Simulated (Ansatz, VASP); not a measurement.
GaN: VASP beside Ansatz

Contents of INCAR:

```
SYSTEM = GaN
  ALGO = Normal
  EDIFF = 1E-7
  ENCUT = 520
  GGA = PS
  ISIF = 2
  ISMEAR = -1
  LASPH = .TRUE.
  LCHARG = .FALSE.
  LREAL = .FALSE.
  LWAVE = .FALSE.
  NBANDS = 26
  NELM = 80
  PREC = Accurate
  SIGMA = 0.05
```

Contents of KPOINTS:

```
k-points
0
G
  10 10 5
  0 0 0
```

File POSCAR:

```
GaN
1.0
    3.1370217585      0.0000000000      0.0000000000
   -1.5685108793      2.7167405351      0.0000000000
    0.0000000000      0.0000000000      5.0961806304
Ga N
2 2
Direct
    0.6666666667      0.3333333333      0.5000000000
    0.3333333333      0.6666666667      0.0000000000
    0.6666666667      0.3333333333      0.8750000000
    0.3333333333      0.6666666667      0.3750000000
```

input.yaml

```yaml
crystal:
  lattice:
    - [3.1370217585, 0.0, 0.0]
    - [-1.5685108793, 2.7167405351, 0.0]
    - [0.0, 0.0, 5.0961806304]
  atoms:
    - { symbol: Ga, position: [0.6666666667, 0.3333333333, 0.5] }
    - { symbol: Ga, position: [0.3333333333, 0.6666666667, 0.0] }
    - { symbol: "N", position: [0.6666666667, 0.3333333333, 0.875] }
    - { symbol: "N", position: [0.3333333333, 0.6666666667, 0.375] }
hamiltonian:
  xc: pbesol
  pseudopotentials: { kind: paw }
kpoints:
  mp_grid: { grid: [10, 10, 5] }
scf:
  occupations: { method: fermi_dirac, width: 0.05 }
output:
  forces: true
  stress: true
  eigenvalues: true
```

Change from the starting cell: volume scaled by 0.96.

Alike in both runs: task single point; functional PBEsol; k mesh 10 × 10 × 5; occupations fermi-dirac, width 0.05 eV; no spin polarisation.

|  | VASP | Ansatz |
| --- | --- | --- |
| version | VASP 6.6.1 | Ansatz 0.2.0 |
| potentials or method | VASP PAW PBE potentials, release 64 (Ga_d, N) | Ansatz PAW |
| plane-wave cutoff (eV) | 520 | 420 |
| valence electrons in the cell | 36 | 36 |

Ansatz gave:

```
gap on the k mesh at the Fermi level (eV)       : 2.18
least direct gap on the mesh (eV)               : 2.18
pressure (GPa)                                  : 9.6
largest component of the traceless stress (GPa) : 1.67
rms of the force components (eV/Å)              : 0.083
```

Problem. Estimate VASP's values.

Solution. gap on the k mesh at the Fermi level (eV): 2.20; least direct gap on the mesh (eV): 2.20; pressure (GPa): 9.4; largest component of the traceless stress (GPa): 1.68; rms of the force components (eV/Å): 0.082.

Atom by atom the forces differ by 0.001 eV/Å (rms over components). The functional is the same, so the differences come from potentials, cutoffs and numerics.

Caveats: the PAW data sets were made with another functional, which shifts forces and pressure a little (VASP); odd divisions of the mesh miss points on the zone boundary, where band edges often lie, so the gap on the mesh can be too wide (Ansatz); the pressure holds a Pulay correction of +0.6 GPa for the finite cutoff (Ansatz); the PAW data sets come from PBE, with cores solved anew for the run's functional, which leaves a small shift of forces and pressure (Ansatz).
